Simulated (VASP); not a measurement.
Write the native input for VASP 6.6.1 that does the following.

```yaml
Task: single point
Functional: RPBE
Dispersion: D3(BJ)
Potentials_or_basis: VASP PAW PBE potentials, release 64 (Rb_sv)
Cutoff: 400 eV
k_mesh: 1 × 1 × 1
Occupations: gaussian, width 0.01 eV
Spin: collinear spin, ferromagnetic start
Starting_moments: "[0.5] μB"
Fixed_moment: 1 μB
Further_INCAR_settings: ALGO = Normal; EDIFF = 1e-06; NBANDS = 14; ISYM = 0
```

The structure of Rb lies in POSCAR:

```
Rb                                      
1.0
   10.5000000000      0.0000000000      0.0000000000
    0.0000000000     11.0000000000      0.0000000000
    0.0000000000      0.0000000000     11.5000000000
  Rb            
     1
Selective dynamics
Direct
     0.5000000000000000    0.5045454544999970    0.5000000000000000   F   F   F
```

One way to write it, as run:

INCAR

```
PREC = Accurate ; ENCUT = 400
EDIFF = 1E-6 ; ISMEAR = 0
SIGMA = 0.01 ; LREAL = F
LASPH = T ; NELM = 100
ALGO = Normal ; ISIF = 2
LWAVE = F ; LCHARG = F
ISPIN = 2 ; MAGMOM = 0.5
LORBIT = 11 ; NUPDOWN = 1
GGA = RP ; IVDW = 12
NBANDS = 14 ; ISYM = 0
```

KPOINTS

```
Automatic mesh
0
Gamma
  1 1 1
```

Potentials or basis: VASP PAW PBE potentials, release 64 (Rb_sv).

The run is started by

```sh
$ cat potpaw_PBE.64/Rb_sv/POTCAR > POTCAR
$ mpirun -np 4 vasp_gam > vasp.out
```

It gave:

- Net moment: 1.00 μB per cell
- Site moments: Rb +0.04 μB
- Valence electrons inside the program's atomic spheres: Rb 7.28
- Dispersion energy per atom: -0.012 eV

Caveat: the total moment is fixed, so each spin has its own Fermi level.

Wall time 76 s on 4 MPI ranks on Intel(R) Xeon(R) Platinum 8488C (Sapphire Rapids) (shared host), peak memory 0.38 GiB a rank.
